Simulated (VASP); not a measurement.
```yaml
crystal:
  lattice:
    - [4.95354, 0.00000, 0.00000]
    - [-2.47677, 4.28989, 0.00000]
    - [0.00000, 0.00000, 5.63678]
  atoms:
    - { symbol: Ge, position: [0.55065, 0.55065, 0.00000] }
    - { symbol: Ge, position: [0.44935, 0.00000, 0.33333] }
    - { symbol: Ge, position: [0.00000, 0.44935, 0.66667] }
    - { symbol: O, position: [0.30465, 0.39560, 0.75600] }
    - { symbol: O, position: [0.60440, 0.90905, 0.08933] }
    - { symbol: O, position: [0.09095, 0.69535, 0.42267] }
    - { symbol: O, position: [0.39560, 0.30465, 0.24400] }
    - { symbol: O, position: [0.90905, 0.60440, 0.91067] }
    - { symbol: O, position: [0.69535, 0.09095, 0.57733] }
```

All values below come from PBE GGA, VASP's PBE PAW potentials (set 64) (plane waves; VASP 6.6.1). Numerical set-up: 400 eV cut-off, 6×6×5 Γ-centred mesh, Gaussian smearing of 0.020 eV, potentials Ge_d O.

At this cut-off the stress carries a Pulay error, which pulls relaxed volumes low.

Q: Which forces act on the atoms, in eV/Å?

A: 
```csv
atom,Fx,Fy,Fz
Ge1,-0.025,-0.043,0.000
Ge2,0.050,0.000,0.000
Ge3,-0.025,0.043,0.000
O4,0.318,-0.377,-0.340
O5,0.167,0.464,-0.340
O6,-0.486,-0.087,-0.340
O7,-0.486,0.087,0.340
O8,0.318,0.377,0.340
O9,0.167,-0.464,0.340
```

Q: Give the stress tensor in GPa (positive for a compressed cell).

A: 
```
3.97  0.00  0.00
0.00  3.97  0.00
0.00  0.00  4.72
```
The pressure is its mean diagonal, 4.22 GPa.

The structure comes from a computed database's GeO2 entry; how it stands against other phases isn't given here. The cell was not relaxed at this level.
